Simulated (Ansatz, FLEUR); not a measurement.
## Stiffness of cubic KBr

The cell as given, ahead of any relaxation:

It takes space group Fm-3m (No. 225, cubic). Conventional cell: a = 6.600 Å, b = 6.600 Å, c = 6.600 Å, α = 90.00°, β = 90.00°, γ = 90.00°. Around Br (site symmetry m-3m) lie 6 K at 3.30 Å. K (site symmetry m-3m) has 6 Br at 3.30 Å as nearest neighbours.

Constants in GPa on the cubic axes, for the cell as given (35.94 Å³ an atom), where symmetry holds the atoms; no spin polarisation, no spin-orbit coupling. Meshes are those of the run's cell of 2 atoms. Occupations: fermi-dirac 0.05 eV (run 1). Space group Fm-3m.

```csv
run,level,program and potentials,k mesh,cell,C11,C12,C44
1,PBEsol,"Ansatz, all-electron LAPW, scalar-relativistic",5 × 5 × 5,"as given, -0.33 GPa",32.4,4.4,5.2
```

Task: Work out the bulk, shear and Young's moduli of a random polycrystal, Poisson's ratio and the anisotropy, and test the cell's stability.

Result: From the values as printed: B = (C11 + 2 C12)/3 = 13.7 GPa. Voigt: G_V = (C11 - C12 + 3 C44)/5 = 8.7; Reuss: G_R = 5 C44 (C11 - C12)/[4 C44 + 3 (C11 - C12)] = 6.9; Hill's mean, from the unrounded bounds, G = 7.8 GPa. Young's modulus E = 9BG/(3B + G) = 19.7 GPa, Poisson's ratio ν = (3B - 2G)/[2(3B + G)] = 0.261. Zener's ratio 2 C44/(C11 - C12) = 0.37, so the crystal is stiffest along ⟨100⟩ and softest along ⟨111⟩. C11 > |C12|, C11 + 2 C12 > 0 and C44 > 0 hold, so the cell is stable against small uniform strains, which says nothing of soft phonons. Under pressure the constants are those of stress over strain at that pressure. An equation of state at this level (FLEUR, all-electron, FLAPW; mesh 7 × 7 × 7) gives B0 = 15.4 GPa at its minimum of 35.13 Å³ an atom, against 35.94 here.
